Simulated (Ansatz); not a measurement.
## Step by step: formation energy of MgAl2O4 (spinel, Fd-3m) from the elements

Subject: the formation energy of MgAl2O4 (spinel, Fd-3m) from the elements. Reaction: Mg (hcp) + 2 Al (fcc) + 2 O2 (gas) → MgAl2O4 (spinel). Negative: the products are lower in energy. The value is per atom of the solid.

MgAl2O4 (spinel, Fd-3m), 14 atoms in the cell. Conventional cell: a = b = c = 8.168 Å, α = β = γ = 90.00°.

Setting: static, neutral cells in Ansatz (PAW) whose structures rest at the PBE level. Ansatz (a quantum-chemistry and plane-wave program) runs with its PAW set soft_1. Other levels take these structures, unless marked own geometry. A dispersion term (D3(BJ), or D4 for r2SCAN) was computed beside these levels and is taken off wherever the name lacks it. Space groups of crystals are read within 0.01 Å.

Total energies of the cells in eV, at zero smearing width. They compare only within one column; the weights balance every element.

```csv
cell,atoms,weight,r2SCAN (own geometry)
MgAl2O4 (spinel),14,+1,-10587.90005
Mg (hcp),2,−1,-3852.81118
Al (fcc),1,−4,-540.41401
O2 (gas),2,−4,-1131.97928
```

r2SCAN (own geometry): (-10587.90005) − (-3852.81118) − 4 × (-540.41401) − 4 × (-1131.97928) = -45.516 eV; dividing by 14 atoms gives -3.25 eV/atom.

What follows from the r2SCAN (own geometry) value: A formula unit of MgAl2O4 has 7 atoms, so it forms with -3.2511 × 7 = -22.758 eV, or -2195.8 kJ/mol at 96.485 kJ/mol per eV.
